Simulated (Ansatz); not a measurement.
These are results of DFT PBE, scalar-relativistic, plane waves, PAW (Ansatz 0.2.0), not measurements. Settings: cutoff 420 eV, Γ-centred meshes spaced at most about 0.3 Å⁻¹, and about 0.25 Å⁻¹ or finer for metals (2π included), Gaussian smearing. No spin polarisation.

These are static total energies at zero pressure.

Two relaxed structures of Zn₄O:

A.

```xyz
5
Lattice="-2.0302 2.0302 4.3480 2.0302 -2.0302 4.3480 2.0302 2.0302 -4.3480" Properties=species:S:1:pos:R:3 pbc="T T T"
Zn    0.9261    0.9261    3.0780
Zn    0.9261   -0.9261    5.6180
Zn    1.1041    1.1041   -1.2700
Zn   -0.9261    0.9261    5.6180
O     0.0000    0.0000    0.0000
```

B.

```xyz
5
Lattice="3.0397 0.0000 0.0000 -1.5199 2.6325 0.0000 0.0000 0.0000 9.0371" Properties=species:S:1:pos:R:3 pbc="T T T"
Zn    0.0000    0.0000    0.1698
Zn    0.0000    1.7550    6.3255
Zn    1.5199    0.8775    4.1877
Zn    0.0000    1.7550    2.1355
O     0.0000    0.0000    7.2845
```

Question: Which would you expect to be lower, and how large is the difference?

Answer: B is lower, by 45 meV/atom. A has space group I-42m (No. 121), 14.3 Å³/atom and no gap on its mesh; B has space group P3m1 (No. 156), 14.5 Å³/atom and no gap. In A, around Zn lie 1 O at 2.01 Å, 5 Zn at 2.62–2.72 Å and 2 Zn at 2.88 Å; O has 4 Zn at 2.01 Å. In B, Zn on its first site has 1 O at 1.92 Å, 3 Zn at 2.64 Å and 6 Zn at 3.04 Å; Zn on its second site is surrounded by 3 O at 2.00 Å, 3 Zn at 2.77 Å and 6 Zn at 3.04 Å; O has 4 Zn at 1.92–2.00 Å; 2 more sites not described. Both come from invented guesses.

Cells relaxed within their symmetry can be saddle points.
